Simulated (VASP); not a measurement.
# Zn (Pm-3m) in VASP: further runs, part 2 of 2

VASP 6.6.1.

## 4. Single point, PBEsol

This run uses another cell than the first one, of 16.17 Å³/atom, 0.960 times its volume.

Input file INCAR:

```
ALGO = Normal ; EDIFF = 1E-7
ENCUT = 520 ; GGA = PS
ISIF = 2 ; ISMEAR = -1
LASPH = True ; LCHARG = False
LREAL = False ; LWAVE = False
NBANDS = 12 ; NELM = 80
PREC = Accurate ; SIGMA = 0.1
```

Input file KPOINTS:

```
k-points
0
Gamma
  14 14 14
```

Input file POSCAR:

```
Zn
1.0
    2.5289244806      0.0000000000      0.0000000000
    0.0000000000      2.5289244806      0.0000000000
    0.0000000000      0.0000000000      2.5289244806
Zn
1
Direct
    0.0000000000      0.0000000000      0.0000000000
```

Potentials or basis: VASP PAW PBE potentials, release 64 (Zn).

The run is started by

```sh
$ cat potpaw_PBE.64/Zn/POTCAR > POTCAR
$ mpirun -np 1 vasp_std > vasp.out
```

OUTCAR:

```text
EDIFF = 1E-7
   ENCUT = 520
   GGA = PS
   ISIF = 2
   ISMEAR = -1
   LASPH = True
   LREAL = False
   NELM = 80
   PREC = Accurate

 ion  position               nearest neighbor table
   1  0.000  0.000  0.000-

  LATTYP: Found a simple cubic cell.
 ALAT       =     2.5289244806

  Lattice vectors:

 A1 = (   2.5289244806,   0.0000000000,   0.0000000000)
 A2 = (   0.0000000000,   2.5289244806,   0.0000000000)
 A3 = (   0.0000000000,   0.0000000000,   2.5289244806)

Analysis of symmetry for initial positions (statically):
=====================================================================
 Subroutine PRICEL returns:
 Original cell was already a primitive cell.

 Routine SETGRP: Setting up the symmetry group for a
 simple cubic supercell.

 Subroutine GETGRP returns: Found 48 space group operations
 (whereof 48 operations were pure point group operations)
 out of a pool of 48 trial point group operations.

The static configuration has the point symmetry O_h .

Analysis of symmetry for dynamics (positions and initial velocities):
=====================================================================
 Subroutine PRICEL returns:
 Original cell was already a primitive cell.

 Routine SETGRP: Setting up the symmetry group for a
 simple cubic supercell.

 Subroutine GETGRP returns: Found 48 space group operations
 (whereof 48 operations were pure point group operations)
 out of a pool of 48 trial point group operations.

The dynamic configuration has the point symmetry O_h .

 Subroutine INISYM returns: Found 48 space group operations
 (whereof 48 operations are pure point group operations),
 and found     1 'primitive' translations

----------------------------------------------------------------------------------------

                                     Primitive cell

  volume of cell :      16.1736

  direct lattice vectors                    reciprocal lattice vectors
     2.528924481  0.000000000  0.000000000     0.395425015  0.000000000  0.000000000
[... 113 lines left out ...]
   LEPSILON=     F    determine dielectric tensor
   LRPA    =     F    only Hartree local field effects (RPA)
 non-spin polarized calculation
  energy-cutoff  :      520.00
  volume of cell :       16.17
 maximum number of plane-waves:       461
 NGX is ok and might be reduce to    20
   NGX =  9   NGY =  9   NGZ =  9

 number of electron      12.0000017 magnetization

 Free energy of the ion-electron system (eV)
  ---------------------------------------------------
  ext. energy  EPLUGINS =         0.00000000
  ---------------------------------------------------
  free energy    TOTEN  =        -1.29588097 eV

  energy without entropy =       -1.28416802  energy(sigma->0) =       -1.29002450

 E-fermi :   2.2763     XC(G=0): -11.3181

 val. band max:        2.2056046952   @ k =   0.4286   0.2143   0.0000
 cond. band min:       2.3050826735   @ k =   0.4286   0.3571   0.2857
 fundamental gap:      0.0994779783
 Fermi energy:         2.2762733792

 k-point     1 :       0.0000    0.0000    0.0000
  band No.  band energies     occupation
      1      -7.4689      2.00000
      2      -5.9208      2.00000
      3      -5.9208      2.00000
      4      -4.4894      2.00000
      5      -4.4894      2.00000
      6      -4.4894      2.00000
      7      15.5090      0.00000
      8      15.5090      0.00000
      9      15.5090      0.00000
     10      18.5091      0.00000
     11      18.5091      0.00000
     12      21.7325      0.00000
[... 331 lines left out ...]
 k-point    24 :       0.3571    0.2143    0.0000
  band No.  band energies     occupation
      1      -5.7252      2.00000
      2      -5.3566      2.00000
      3      -5.1456      2.00000
      4      -4.8059      2.00000
      5      -4.6133      2.00000
      6      -2.7746      2.00000
      7       4.3116      0.00000
      8      11.4072      0.00000
      9      18.1450      0.00000
     10      20.1215      0.00000
     11      22.5421      0.00000
     12      28.1366      0.00000

 [... further k-points ...]

------------------------ aborting loop because EDIFF is reached ----------------------------------------

  FORCE on cell =-STRESS in cart. coord.  units (eV):
  Direction    XX          YY          ZZ          XY          YZ          ZX
  --------------------------------------------------------------------------------------
  -------------------------------------------------------------------------------------
  Total        0.3339087      0.3339087      0.3339087      0.0000000      0.0000000     -0.0000000
  in kB       33.0773474     33.0773474     33.0773474      0.0000000      0.0000000     -0.0000000
  external PRESSURE =      33.0773474 kB  Pullay stress =       0.0000000 kB

 VOLUME and BASIS-vectors are now :
 -----------------------------------------------------------------------------
  energy-cutoff  :      520.00
  volume of cell :       16.17
      direct lattice vectors                 reciprocal lattice vectors
     2.528924481  0.000000000  0.000000000     0.395425015  0.000000000  0.000000000
     0.000000000  2.528924481  0.000000000     0.000000000  0.395425015  0.000000000
     0.000000000  0.000000000  2.528924481     0.000000000  0.000000000  0.395425015

 POSITION                                       TOTAL-FORCE (eV/Angst)
 -----------------------------------------------------------------------------------
      0.00000      0.00000      0.00000         0.000000      0.000000      0.000000
 -----------------------------------------------------------------------------------
    total drift:                               -0.000000      0.000000      0.000000

  FREE ENERGIE OF THE ION-ELECTRON SYSTEM (eV)
  ---------------------------------------------------
  free  energy   TOTEN  =        -1.2958809684 eV

  energy  without entropy=       -1.2841680236  energy(sigma->0) =       -1.29002450
```

It took 7 s on 1 thread of Intel Xeon 6975P-C (Granite Rapids), shared host; peak memory 0.13 GiB.

What came out:

```yaml
Free_energy: -1.2959 eV
Pressure: 3.3 GPa
Band_gap_on_the_k_mesh: none (metal or under the smearing width)
```

Caveat: the PAW data sets were made with another functional, which shifts forces and pressure a little.

## 5. Summary

| cell | k mesh | gap on the mesh (eV) | pressure (GPa) |
| --- | --- | --- | --- |
| Pm-3m, 16.85 Å³/atom | 20 × 20 × 20 | none | 0.4 |
| Pm-3m, 14.83 Å³/atom | 14 × 14 × 14 | none | 11.8 |
| Pm-3m, 16.17 Å³/atom | 14 × 14 × 14 | none | 3.3 |

Alike in all rows: task single point; level PBEsol; potentials or basis VASP PAW PBE potentials, release 64 (Zn); no spin polarisation; cutoff (eV) 520; smearing fermi-dirac 0.1 eV.

Every run on the cell as given and a fine mesh finds a metal.

Caveats: the PAW data sets were made with another functional, which shifts forces and pressure a little.

Total energies depend on the potentials used, so only differences within one code and one set of settings carry meaning.
